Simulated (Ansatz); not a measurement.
## Os (P6_3/mmc) under several functionals

**Measured values to compare with.**

“Specific Heat of the beta-Pyrochlore Oxide Superconductors CsOs2O6 and RbOs2O6”, 2005, arxiv:cond-mat/0501736 reports, for a powder of Os at 300 K: lattice constant a 2.7332 Å; lattice constant c 4.3182 Å.

Plane-wave DFT in Ansatz with scalar-relativistic PAW potentials. The same structure was relaxed (cell and atoms, symmetry kept) in separate runs at each level. No spin polarisation.

Problem. How do the levels PBE, PBE+D3(BJ), PBEsol compare?

Solution.
| level | cutoff (eV) | k mesh | V (Å³/atom) | a (Å) | c (Å) | B0 (GPa) |
| --- | --- | --- | --- | --- | --- | --- |
| PBEsol | 420 | 18×18×10 | 13.891 | 2.727 | 4.313 | 431 |
| PBE+D3(BJ) | 420 | 18×18×10 | 14.014 | 2.735 | 4.327 | – |
| PBE | 420 | 18×18×10 | 14.277 | 2.753 | 4.351 | 397 |

The usual order of volumes, PBEsol < PBE, holds here (13.891, 14.277 Å³/atom). As a rule PBEsol, built on the gradient expansion of slowly varying densities, lies between LDA and PBE; PBE's stronger gradient term for exchange weakens bonds. Adding D3 to PBE changes the volume by -1.8 %; the term is attractive, so it pulls cells in. In metals the pairwise form ignores screening by the conduction electrons and often pulls in too far. B0 goes from 431.1 to 396.6 GPa as the volume grows by 2.8 %; on one curve with B' = 4.8 the volume alone, B ∝ V^(−B'), would give 378.5 GPa, and the rest of the difference is the functional's own stiffness.

For PBE: Measured lattice constant a of Os: 2.7332 Å (300 K; powder; “Specific Heat of the beta-Pyrochlore Oxide Superconductors CsOs2O6 and RbOs2O6”, 2005, arxiv:cond-mat/0501736). This calculation gives 2.753 Å (+0.7 %). Measured lattice constant c of Os: 4.3182 Å (300 K; powder; “Specific Heat of the beta-Pyrochlore Oxide Superconductors CsOs2O6 and RbOs2O6”, 2005, arxiv:cond-mat/0501736). This calculation gives 4.351 Å (+0.8 %). The calculations are for 0 K without zero-point motion, and in metals axial ratios are sensitive to mesh and smearing.

Spin–orbit coupling is left out, which can shift energies with elements as heavy as these.